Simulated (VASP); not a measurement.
# Si2Mo (P6_222) in VASP: reference runs, part 2 of 2

VASP 6.6.1. The steps go on from the part before.

## Step 3: Single point, PBE (atoms moved at random, drawn with an rms of 0.05 Å)

Contents of INCAR:

```
SYSTEM = Si2Mo
ALGO = Normal ; EDIFF = 1E-7
ENCUT = 520 ; GGA = PE
ISIF = 2 ; ISMEAR = -1
LASPH = .True. ; LCHARG = .False.
LREAL = .False. ; LWAVE = .False.
NBANDS = 43 ; NELM = 80
PREC = Accurate ; SIGMA = 0.05
```

Contents of KPOINTS:

```
k-points
0
Gamma
  7 7 4
  0 0 0
```

Contents of POSCAR:

```
Si2Mo
1.0
    4.5854715599      0.0000000000      0.0000000000
   -2.2927357800      3.9711348592      0.0000000000
    0.0000000000      0.0000000000      6.5797601000
Mo Si
3 6
Direct
    0.5143700000      0.5086720000      0.8308830000
   -0.0002030000      0.5120570000      0.1692280000
    0.5012730000     -0.0111650000      0.5006990000
    0.1592990000      0.3265280000      0.4904660000
    0.6800010000      0.8371490000      0.1584730000
    0.8333150000      0.1682620000      0.8340370000
    0.8313390000      0.6752710000      0.4959280000
    0.3312070000      0.1603700000      0.1631710000
    0.1594850000      0.8306400000      0.8336350000
```

Potentials or basis: VASP PAW PBE potentials, release 64 (Mo_sv, Si).

Command:

```bash
> cat potpaw_PBE.64/Mo_sv/POTCAR potpaw_PBE.64/Si/POTCAR > POTCAR
> mpirun -np 1 vasp_std > vasp.out
```

OUTCAR:

```text
SYSTEM = Si2Mo
   EDIFF = 1E-7
   ENCUT = 520
   GGA = PE
   ISIF = 2
   ISMEAR = -1
   LASPH = .True.
   LREAL = .False.
   NELM = 80
   PREC = Accurate

 ion  position               nearest neighbor table
   1  0.514  0.509  0.831-   5 2.52   7 2.54   9 2.56   8 2.59   6 2.62   6 2.62   4 2.65   9 2.69
                             9 2.69   6 2.70   3 3.12   2 3.14   3 3.20   2 3.25
   2  1.000  0.512  0.169-   4 2.52   7 2.52   9 2.54   5 2.56   8 2.58   6 2.59   8 2.66   5 2.68
                             5 2.70   8 2.71   3 3.13   1 3.14   3 3.20   1 3.25
   3  0.501  0.989  0.501-   7 2.56   6 2.56   9 2.58   8 2.60   5 2.61   4 2.61   4 2.63   7 2.66
                             4 2.70   7 2.73   1 3.12   2 3.13   2 3.20   1 3.20
   4  0.159  0.327  0.490-   2 2.52   8 2.54   7 2.59   6 2.61   3 2.61   3 2.63   1 2.65   7 2.67
                             7 2.69   3 2.70   5 3.12
   5  0.680  0.837  0.158-   6 2.51   1 2.52   7 2.55   2 2.56   8 2.59   3 2.61   8 2.67   2 2.68
                             8 2.69   2 2.70   9 3.08   4 3.12
   6  0.833  0.168  0.834-   5 2.51   3 2.56   2 2.59   4 2.61   1 2.62   1 2.62   9 2.63   9 2.64
                             9 2.68   1 2.70   8 3.15
   7  0.831  0.675  0.496-   2 2.52   1 2.54   5 2.55   3 2.56   9 2.58   4 2.59   3 2.66   4 2.67
                             4 2.69   3 2.73   8 3.15
[... 1314 lines left out ...]

 [... further k-points ...]

------------------------ aborting loop because EDIFF is reached ----------------------------------------

  FORCE on cell =-STRESS in cart. coord.  units (eV):
  Direction    XX          YY          ZZ          XY          YZ          ZX
  --------------------------------------------------------------------------------------
  -------------------------------------------------------------------------------------
  Total        3.4141158      3.3686586      3.0938397     -0.0947576     -0.1597209      0.5614422
  in kB       45.6541360     45.0462748     41.3713492     -1.2671152     -2.1358144      7.5076998
  external PRESSURE =      44.0239200 kB  Pullay stress =       0.0000000 kB

 VOLUME and BASIS-vectors are now :
 -----------------------------------------------------------------------------
  energy-cutoff  :      520.00
  volume of cell :      119.81
      direct lattice vectors                 reciprocal lattice vectors
     4.585471560  0.000000000  0.000000000     0.218080079  0.125908592  0.000000000
    -2.292735780  3.971134859  0.000000000     0.000000000  0.251817185  0.000000000
     0.000000000  0.000000000  6.579760100     0.000000000  0.000000000  0.151981225

 POSITION                                       TOTAL-FORCE (eV/Angst)
 -----------------------------------------------------------------------------------
      1.19238      2.02001      5.46701        -0.907703     -0.836059      0.204451
      3.41053      2.03345      1.11348         0.775188     -0.967700     -0.630592
      0.03144      3.92680      3.29448        -0.683058      0.916381     -0.428987
     -0.01818      1.29669      3.22715         0.329631     -0.055428      0.711996
      1.19876      3.32443      1.04271        -0.417901      0.201438      0.576978
      3.43536      0.66819      5.48776         0.369665      0.057985     -0.221095
      2.26386      2.68159      3.26309         0.320218     -0.093909      0.211665
      1.15105      0.63685      1.07363        -0.009636      0.358218      0.084696
     -1.17312      3.29858      5.48512         0.223596      0.419074     -0.509113
 -----------------------------------------------------------------------------------
    total drift:                                0.000048     -0.000003     -0.000016

  FREE ENERGIE OF THE ION-ELECTRON SYSTEM (eV)
  ---------------------------------------------------
  free  energy   TOTEN  =       -69.3371084983 eV

  energy  without entropy=      -69.3341918578  energy(sigma->0) =      -69.33565018
```

OSZICAR:

```text
N       E                     dE             d eps       ncg     rms          rms(c)
DAV:   1     0.545053536159E+03    0.54505E+03   -0.36517E+04  9082   0.148E+03
DAV:   2    -0.460661899045E+02   -0.59112E+03   -0.57079E+03  9683   0.397E+02
DAV:   3    -0.713673905477E+02   -0.25301E+02   -0.24739E+02 11065   0.719E+01
DAV:   4    -0.718178217501E+02   -0.45043E+00   -0.44752E+00 10516   0.894E+00
DAV:   5    -0.718256787951E+02   -0.78570E-02   -0.78429E-02 10689   0.119E+00    0.377E+01
DAV:   6    -0.697833504232E+02    0.20423E+01   -0.16670E+01  9959   0.189E+01    0.868E+00
DAV:   7    -0.694658833731E+02    0.31747E+00   -0.30666E+00  9858   0.802E+00    0.823E+00
DAV:   8    -0.693609072587E+02    0.10498E+00   -0.52140E-01  9951   0.419E+00    0.152E+00
DAV:   9    -0.693382399849E+02    0.22667E-01   -0.10717E-01 10402   0.206E+00    0.490E-01
DAV:  10    -0.693372052014E+02    0.10348E-02   -0.76558E-03 10128   0.585E-01    0.351E-01
DAV:  11    -0.693371173667E+02    0.87835E-04   -0.10040E-03 10323   0.198E-01    0.124E-01
DAV:  12    -0.693371411117E+02   -0.23745E-04   -0.23309E-04 10981   0.132E-01    0.518E-02
DAV:  13    -0.693371180253E+02    0.23086E-04   -0.97578E-05 10265   0.881E-02    0.277E-02
DAV:  14    -0.693371092651E+02    0.87602E-05   -0.21665E-05  9840   0.309E-02    0.940E-03
DAV:  15    -0.693371089202E+02    0.34495E-06   -0.13969E-06 10428   0.627E-03    0.242E-03
DAV:  16    -0.693371086528E+02    0.26738E-06   -0.54162E-08  5323   0.146E-03    0.112E-03
DAV:  17    -0.693371085228E+02    0.12994E-06   -0.13607E-08  5145   0.647E-04    0.312E-04
DAV:  18    -0.693371084983E+02    0.24572E-07   -0.25807E-09  5099   0.288E-04
   1 F= -.69337108E+02 E0= -.69335650E+02  d E =-.291664E-02
```

Run time: 13 min. Hardware: 1 thread of AMD EPYC 7R43 (Zen 3), shared host; peak memory 0.45 GiB.

Results:

| Property | Result |
| --- | --- |
| Free energy | -69.3371 eV |
| Pressure | 4.4 GPa |
| Largest force | 1.391 eV/Å |
| Band gap on the k mesh | 0.06 eV, indirect (least direct gap 0.54 eV) |

Forces in eV/Å, atoms in the order of the input:
```
Mo  -0.908 -0.836  0.204
Mo   0.775 -0.968 -0.631
Mo  -0.683  0.916 -0.429
Si   0.330 -0.055  0.712
Si  -0.418  0.201  0.577
Si   0.370  0.058 -0.221
Si   0.320 -0.094  0.212
Si  -0.010  0.358  0.085
Si   0.224  0.419 -0.509
```

Levels at points of the mesh, in eV from the valence-band top:
| k point | band 31 | band 32 | band 33 | band 34 | band 35 | band 36 |
| --- | --- | --- | --- | --- | --- | --- |
| (0.00, 0.00, 0.00) | -2.67 | -2.02 | -0.75 | 2.02 | 2.25 | 2.39 |
| (0.00, 0.00, 0.50) | -2.01 | -0.72 | -0.62 | 1.82 | 2.15 | 2.20 |

Caveat: an odd mesh through Γ misses points on the zone boundary, where band edges often lie.
